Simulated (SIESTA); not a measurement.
Au:

```
CELL_PARAMETERS angstrom
1.41131 -2.55593 0.00000
1.41131 2.55593 0.00000
0.00000 0.00000 4.89317
ATOMIC_POSITIONS crystal
Au 0.33467 0.66533 0.25000
Au 0.66533 0.33467 0.75000
```

This isn't the form of Au at room conditions, which is fcc.

* Program: SIESTA 5.4.2
* Task: single point
* Functional: PBEsol
* Potentials or basis: PseudoDojo 0.4 standard (PBEsol files)
* Basis: DZP (energy shift 0.003 Ry; two zetas on semicore shells)
* Grid cutoff: 800 Ry
* Energy shift: 0.003 Ry
* k mesh: 11 × 11 × 6
* Occupations: fermi-dirac, width 0.05 eV
* Spin: no spin polarisation

On this cell: pressure -3.9 GPa; largest force 0.041 eV/Å; band gap on the k mesh none (metal or under the smearing width).

The same run follows on a disturbed copy (atoms moved at random, drawn with an rms of 0.05 Å):

```
Au
1.0
     1.41131   -2.55593    0.00000
     1.41131    2.55593    0.00000
     0.00000    0.00000    4.89317
Au
2
Direct
  0.33425 0.65236 0.25193
  0.65276 0.31258 0.74169
```

What changes?

The energy (extrapolated to zero smearing) moves by +4.7 meV/atom; pressure -3.6 GPa; largest force 0.392 eV/Å; band gap on the k mesh none (metal or under the smearing width).

Forces on the atoms (eV/Å):
```
Au  -0.015 -0.042 -0.389
Au   0.014  0.042  0.389
```

Stress tensor (GPa, compression positive):
```
-0.20  0.11  0.08
 0.11 -5.05  0.07
 0.08  0.07 -5.58
```

Caveats: short orbitals over semicore shells can move pressures by several GPa; the basis of atomic orbitals isn't converged, which shifts pressures, moduli and gaps.
